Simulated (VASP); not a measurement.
BAs: band structure with PBE

Crystal: BAs.

```
B As
1.0
     0.00000    2.40815    2.40815
     2.40815    0.00000    2.40815
     2.40815    2.40815    0.00000
B As
1 1
Direct
  0.00000 0.00000 0.00000
  0.75000 0.75000 0.75000
```

```
Program                : VASP 6.6.1
Task                   : band structure
Functional             : PBE
Potentials or basis    : VASP PAW PBE potentials, release 64 (B, As)
Cutoff                 : 520 eV
k mesh                 : 9 × 9 × 9
Occupations            : gaussian, width 0.02 eV
Spin                   : no spin polarisation
Further INCAR settings : ALGO = Normal; EDIFF = 1e-07
```

```json
{
 "Pressure": "0.0 GPa",
 "Band gap on the k mesh": "1.25 eV, indirect (least direct gap 3.25 eV)",
 "Band gap along the path": "1.20 eV, indirect (least direct gap 3.25 eV)"
}
```

Levels at the corners of the path, in eV from the valence-band top:
```csv
point,band 1,band 2,band 3,band 4,band 5,band 6,band 7,band 8
Γ,-15.18,0.00,0.00,0.00,3.25,3.25,3.25,4.38
X,-11.12,-8.39,-3.98,-3.98,1.46,1.46,11.13,11.13
X,-11.12,-8.39,-3.98,-3.98,1.46,1.46,11.13,11.13
W,-10.97,-7.95,-5.34,-5.05,5.24,5.80,6.75,6.88
W,-10.97,-7.95,-5.34,-5.05,5.24,5.80,6.75,6.88
K,-11.16,-8.03,-5.79,-3.40,2.05,5.47,9.05,9.55
K,-11.16,-8.03,-5.79,-3.40,2.05,5.47,9.05,9.55
Γ,-15.18,0.00,0.00,0.00,3.25,3.25,3.25,4.38
Γ,-15.18,0.00,0.00,0.00,3.25,3.25,3.25,4.38
L,-12.40,-8.61,-1.78,-1.78,2.55,4.75,4.75,8.82
L,-12.40,-8.61,-1.78,-1.78,2.55,4.75,4.75,8.82
U,-11.16,-8.03,-5.79,-3.40,2.05,5.47,9.05,9.55
U,-11.16,-8.03,-5.79,-3.40,2.05,5.47,9.05,9.55
W,-10.97,-7.95,-5.34,-5.05,5.24,5.80,6.75,6.88
W,-10.97,-7.95,-5.34,-5.05,5.24,5.80,6.75,6.88
L,-12.40,-8.61,-1.78,-1.78,2.55,4.75,4.75,8.82
L,-12.40,-8.61,-1.78,-1.78,2.55,4.75,4.75,8.82
K,-11.16,-8.03,-5.79,-3.40,2.05,5.47,9.05,9.55
U,-11.16,-8.03,-5.79,-3.40,2.05,5.47,9.05,9.55
X,-11.12,-8.39,-3.98,-3.98,1.46,1.46,11.13,11.13
```

Wall time 16 s on 1 thread of Intel(R) Xeon(R) 6975P-C (Granite Rapids), with other jobs on the host, peak memory 0.16 GiB.
